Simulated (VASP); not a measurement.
Method: r2SCAN meta-GGA, VASP's PBE PAW potentials (set 64) (plane waves; VASP).

The input files of a VASP run:

KPOINTS:
```
K-points
0
gamma
  8 8 8
0 0 0
```

### INCAR
```
SYSTEM = CsCl
PREC = Accurate; ENCUT = 400; LREAL = .False.
LASPH = .True.; NBANDS = 36
EDIFF = 1E-7; NELM = 100; ALGO = Normal
LMAXMIX = 4; LMIXTAU = .True.
ISMEAR = 0; SIGMA = 0.01
METAGGA = R2SCAN
LWAVE = .False.; LCHARG = .False.; NEDOS = 1001
LOPTICS = .True.; LPEAD = .True.; CSHIFT = 0.1
```

**POSCAR**
```
CsCl
1
    4.1428824753    -0.0000000000    -0.0000000000
    0.0000000000     4.1428824753     0.0000000000
    0.0000000000     0.0000000000     4.1428824753
Cs Cl
1 1
Direct
  0.0000000000   0.0000000000   0.0000000000
  0.5000000000   0.5000000000   0.5000000000
```

POTCAR, in this order: Cs_sv Cl (PBE.64 set). Program: vasp_std.

The resulting files:

### OSZICAR
```
       N       E                     dE             d eps       ncg     rms          rms(c)
DAV:   1     0.368613385798E+02    0.36861E+02   -0.51320E+03  2520   0.322E+02
DAV:   2    -0.361204464439E+02   -0.72982E+02   -0.68109E+02  3140   0.882E+01
DAV:   3    -0.395645291094E+02   -0.34441E+01   -0.34113E+01  3056   0.185E+01
DAV:   4    -0.395812273135E+02   -0.16698E-01   -0.16696E-01  3008   0.136E+00
DAV:   5    -0.395813282931E+02   -0.10098E-03   -0.10098E-03  3032   0.103E-01    0.234E+00
DAV:   6    -0.357935230354E+02    0.37878E+01   -0.51198E-01  2584   0.280E+00    0.259E+00
DAV:   7    -0.348402074357E+02    0.95332E+00   -0.17173E-01  2688   0.222E+00    0.616E-01
DAV:   8    -0.358993790704E+02   -0.10592E+01   -0.25461E-01  2584   0.199E+00    0.106E+00
DAV:   9    -0.353486698943E+02    0.55071E+00   -0.21895E-01  2552   0.219E+00    0.750E-01
DAV:  10    -0.355111028511E+02   -0.16243E+00   -0.22946E-01  2524   0.197E+00    0.230E-01
DAV:  11    -0.355088975566E+02    0.22053E-02   -0.49138E-03  3012   0.308E-01    0.221E-01
DAV:  12    -0.355075631634E+02    0.13344E-02   -0.10539E-04  2912   0.409E-02    0.230E-01
DAV:  13    -0.355103553316E+02   -0.27922E-02   -0.98674E-05  2748   0.414E-02    0.164E-01
DAV:  14    -0.355197658781E+02   -0.94105E-02   -0.33597E-03  2596   0.266E-01    0.384E-02
DAV:  15    -0.355198058272E+02   -0.39949E-04   -0.86634E-05  2984   0.328E-02    0.327E-02
DAV:  16    -0.355198235508E+02   -0.17724E-04   -0.23811E-06  2816   0.768E-03    0.326E-02
DAV:  17    -0.355199201819E+02   -0.96631E-04   -0.52810E-05  2660   0.367E-02    0.112E-02
DAV:  18    -0.355199276038E+02   -0.74219E-05   -0.12131E-05  2832   0.145E-02    0.158E-02
DAV:  19    -0.355199251634E+02    0.24403E-05   -0.27876E-06  2692   0.753E-03    0.842E-03
DAV:  20    -0.355199279228E+02   -0.27593E-05   -0.15887E-06  2672   0.680E-03    0.394E-03
DAV:  21    -0.355199276790E+02    0.24376E-06   -0.56465E-07  2764   0.303E-03    0.400E-03
DAV:  22    -0.355199274903E+02    0.18875E-06   -0.10486E-07  2728   0.151E-03    0.191E-03
DAV:  23    -0.355199274741E+02    0.16189E-07   -0.79727E-08  2676   0.127E-03
   1 F= -.35519927E+02 E0= -.35519927E+02  d E =-.104973E-12
 imaginary and real dielectric function
```

**OUTCAR**
```
------------------------ aborting loop because EDIFF is reached ----------------------------------------
  FORCE on cell =-STRESS in cart. coord.  units (eV):
  Direction    XX          YY          ZZ          XY          YZ          ZX
  --------------------------------------------------------------------------------------
  Total       -0.0191146     -0.0191146     -0.0191146      0.0000000      0.0000000      0.0000000
  in kB       -0.4306938     -0.4306938     -0.4306938      0.0000000      0.0000000      0.0000000
  external PRESSURE =      -0.4306938 kB  Pullay stress =       0.0000000 kB
  volume of cell :       71.11
      direct lattice vectors                 reciprocal lattice vectors
     4.142882475  0.000000000  0.000000000     0.241377834  0.000000000  0.000000000
     0.000000000  4.142882475  0.000000000     0.000000000  0.241377834  0.000000000
     0.000000000  0.000000000  4.142882475     0.000000000  0.000000000  0.241377834
 POSITION                                       TOTAL-FORCE (eV/Angst)
 -----------------------------------------------------------------------------------
      0.00000      0.00000      0.00000         0.000000      0.000000      0.000000
      2.07144      2.07144      2.07144         0.000000      0.000000      0.000000
 -----------------------------------------------------------------------------------
    total drift:                                0.000000      0.000000      0.000000
  FREE ENERGIE OF THE ION-ELECTRON SYSTEM (eV)
  ---------------------------------------------------
  free  energy   TOTEN  =       -35.5199274741 eV

  energy  without entropy=      -35.5199274741  energy(sigma->0) =      -35.51992747

 plasma frequency squared (from intraband transitions) (eV^2)
  --------------------------------------------------------------------------------------
       0.000       0.000       0.000
       0.000       0.000       0.000
       0.000       0.000       0.000

 plasma frequency squared (from interband transitions, int dw w eps(2)(w)) (eV^2)
  --------------------------------------------------------------------------------------
     306.674       0.000      -0.000       0.000      -0.000      -0.000
      -0.000      -0.000     306.674       0.000      -0.000       0.000
      -0.000       0.000      -0.000      -0.000     306.674       0.000
```
(Selected blocks of OUTCAR.)

The compound is CsCl in the CsCl type structure. It was relaxed first.
